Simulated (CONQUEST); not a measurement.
Runs of CONQUEST 1.3 on SnSe2. It takes space group P-3m1 (No. 164, trigonal). Conventional cell: a = 3.811 Å, b = 3.811 Å, c = 6.136 Å, α = 90.00°, β = 90.00°, γ = 120.00°. Sn (site symmetry -3m) is surrounded by 6 Se at 2.68 Å. Se (site symmetry 3m) is surrounded by 3 Sn at 2.68 Å. 

```tsv
task	level	potentials or basis	spin	fixed moment (μB)	cell	smearing	gap on the mesh (eV)	pressure (GPa)	moment (μB)	largest force (eV/Å)
single point	BLYP	PseudoDojo NC PBEsol, DZP, grid cutoff 100 Ha	off	-	as given	methfessel-paxton of order 1 0.05 eV	0.67	(a)	-	(b)
band structure	LDA	PseudoDojo NC LDA, SZ, grid cutoff 80 Ha	collinear, ferromagnetic start	1	as given	fermi-dirac 0.1 eV	-	-	1.00	-
single point	SOGGA	PseudoDojo NC LDA, SZ, grid cutoff 120 Ha	off	-	edges of the box strained at random at fixed volume	fermi-dirac 0.1 eV	1.01	13.3	-	2.27
single point	LDA	PseudoDojo NC LDA, SZ, grid cutoff 80 Ha	collinear, ferromagnetic start	1	as given	fermi-dirac 0.1 eV	-	13.2	1.00	2.63
```

Alike in all rows: k mesh 5 × 3 × 3.

**Question.** Estimate the missing entries.

**Answer.** (a) 10.5; (b) 1.17.

Caveats: the basis of atomic orbitals isn't converged, which shifts pressures, moduli and gaps; the atomic basis is small (some runs); the potentials were made for another functional, which shifts forces and pressure (some runs); spin-orbit coupling is left out, which moves the levels of the heavy elements (some runs); an odd mesh through Γ misses points on the zone boundary, where band edges often lie (some runs); the total moment is fixed, so each spin has its own Fermi level (some runs); this functional lacks dispersion, which binds the layers, so the pressure and a relaxed spacing across them are unreliable (some runs).

A k mesh can miss the band edges, and the runs leave out spin-orbit coupling on Se, Sn.

Runs at the PBE level aren't shown here.
